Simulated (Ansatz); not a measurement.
Wires are cut from relaxed bulk Co (P6_3/mmc, 10.85 Å³/atom, gap on the mesh 0.00 eV); atoms and period are relaxed, and energies count from that bulk.

The calculation used DFT PBE, scalar-relativistic, plane waves, PAW (Ansatz).

Settings: cutoff 420 eV, Γ-centred mesh 1×1×13 on the computed 18-atom cell, Gaussian smearing of 0.05 eV; collinear spin from starting moments 1.84 1.84 1.84 1.84 1.84 1.84 1.84 1.84 1.84 1.84 1.84 1.84 1.84 1.84 1.84 1.84 1.84 1.84 μB.

Start ([001] wire, 18 host atoms a period):

```yaml
crystal:
  lattice:
    - [16.50000, 0.00000, 0.00000]
    - [0.00000, 15.80000, 0.00000]
    - [0.00000, 0.00000, 4.03368]
  atoms:
    - { symbol: Co, position: [0.34895, 0.34063, 0.25000] }
    - { symbol: Co, position: [0.27343, 0.47723, 0.25000] }
    - { symbol: Co, position: [0.50000, 0.34063, 0.25000] }
    - { symbol: Co, position: [0.42448, 0.47723, 0.25000] }
    - { symbol: Co, position: [0.34895, 0.61384, 0.25000] }
    - { symbol: Co, position: [0.65105, 0.34063, 0.25000] }
    - { symbol: Co, position: [0.57552, 0.47723, 0.25000] }
    - { symbol: Co, position: [0.50000, 0.61384, 0.25000] }
    - { symbol: Co, position: [0.72657, 0.47723, 0.25000] }
    - { symbol: Co, position: [0.65105, 0.61384, 0.25000] }
    - { symbol: Co, position: [0.42448, 0.29509, 0.75000] }
    - { symbol: Co, position: [0.34895, 0.43170, 0.75000] }
    - { symbol: Co, position: [0.57552, 0.29509, 0.75000] }
    - { symbol: Co, position: [0.50000, 0.43170, 0.75000] }
    - { symbol: Co, position: [0.42448, 0.56830, 0.75000] }
    - { symbol: Co, position: [0.65105, 0.43170, 0.75000] }
    - { symbol: Co, position: [0.57552, 0.56830, 0.75000] }
    - { symbol: Co, position: [0.50000, 0.70491, 0.75000] }
```

Q: Give the relaxed structure and its energy.

A: The free energy falls by 65 meV/atom.

- excess energy (eV per host atom): 0.953
- line energy (eV/Å): 4.385
- period (Å): 3.910
- gap on the mesh (eV): 0
- size of the moment (μB per cell): 32.69

Relaxed structure:
```
Co
1.0
    16.50000    0.00000    0.00000
     0.00000   15.80000    0.00000
     0.00000    0.00000    3.91009
Co
18
Direct
  0.35237 0.34290 0.25000
  0.28340 0.48347 0.25000
  0.50000 0.33786 0.25000
  0.42489 0.47466 0.25000
  0.35547 0.60920 0.25000
  0.64763 0.34290 0.25000
  0.57511 0.47466 0.25000
  0.50000 0.61416 0.25000
  0.71660 0.48347 0.25000
  0.64453 0.60920 0.25000
  0.42286 0.30178 0.75000
  0.34629 0.43291 0.75000
  0.57714 0.30178 0.75000
  0.50000 0.43115 0.75000
  0.41942 0.56798 0.75000
  0.65371 0.43291 0.75000
  0.58058 0.56798 0.75000
  0.50000 0.69016 0.75000
```

Each run keeps its start's symmetry and one magnetic start, so lower states can exist.

The run took 21 min on 4 threads of Arm Neoverse V2, with other jobs on the host, peak memory 4.9 GiB.